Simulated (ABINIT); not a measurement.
# GaP: single point with PBEsol

GaP:

```
CELL_PARAMETERS angstrom
0.00000 2.72018 2.72018
2.72018 0.00000 2.72018
2.72018 2.72018 0.00000
ATOMIC_POSITIONS crystal
Ga 0.00000 0.00000 0.00000
P 0.75000 0.75000 0.75000
```

The cell isn't the ideal one: cell relaxed.

| Item | Value |
| --- | --- |
| Program | ABINIT 10.8.3 (patched build) |
| Task | single point |
| Functional | PBEsol |
| Potentials or basis | PseudoDojo NC SR PBEsol v0.4.1 standard |
| Cutoff | 1088 eV |
| k mesh | 6 × 6 × 6 |
| Occupations | fermi-dirac, width 0.05 eV |
| Spin | no spin polarisation |

```
Pressure                                              : 0.0 GPa
Band gap on the k mesh                                : 1.50 eV, indirect (least direct gap 1.78 eV)
Valence electrons inside the program's atomic spheres : Ga 10.85; P 2.79
```

Levels at points of the mesh, in eV from the valence-band top:
```tsv
k point	band 5	band 6	band 7	band 8	band 9	band 10	band 11	band 12	band 13
(0.00, 0.00, 0.00)	-14.49	-12.56	0.00	0.00	0.00	1.78	3.82	3.82	3.82
(0.50, 0.00, 0.00)	-14.49	-10.46	-6.73	-1.14	-1.14	1.59	4.64	4.64	8.10
(0.50, 0.50, 0.00)	-14.47	-9.54	-6.83	-2.73	-2.73	1.50	1.71	10.56	10.56
```

It took 28 s on 1 thread of Intel(R) Xeon(R) Platinum 8375C CPU @ 2.90GHz (Ice Lake) (shared host), peak memory 0.09 GiB.

A k mesh can miss the band edges.
